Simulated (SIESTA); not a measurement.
Crystal: N.

```
CELL_PARAMETERS angstrom
5.81510 0.00000 0.00000
0.00000 5.81510 0.00000
0.00000 0.00000 5.81510
ATOMIC_POSITIONS crystal
N 0.04586 0.45414 0.54586
N 0.45414 0.54586 0.04586
N 0.54586 0.04586 0.45414
N 0.95414 0.95414 0.95414
N 0.93610 0.56390 0.43610
N 0.56390 0.43610 0.93610
N 0.43610 0.93610 0.56390
N 0.06390 0.06390 0.06390
```

Base run:

* Program: SIESTA 5.4.2
* Functional: PBEsol
* Potentials or basis: PseudoDojo 0.4 standard (PBEsol files)
* Basis: DZP (energy shift 0.003 Ry)
* Grid cutoff: 800 Ry
* Energy shift: 0.003 Ry
* k mesh: 5 × 5 × 5
* Occupations: fermi-dirac, width 0.05 eV
* Spin: no spin polarisation

Its results: band gap on the k mesh 7.55 eV, indirect (least direct gap 7.57 eV); pressure 4.0 GPa; largest force 4.148 eV/Å.

The run is repeated on the same cell with these changes: functional from PBEsol to LDA; potentials or basis from PseudoDojo 0.4 standard (PBEsol files) to PseudoDojo 0.4 standard (LDA files). What comes out?

Band gap on the k mesh 7.45 eV, indirect (least direct gap 7.47 eV); pressure 2.4 GPa; largest force 3.354 eV/Å.

Caveats: the basis of atomic orbitals isn't converged, which shifts pressures, moduli and gaps; forces of over 1 eV/Å show positions far from the minimum, so gaps and moduli don't describe the material at rest.
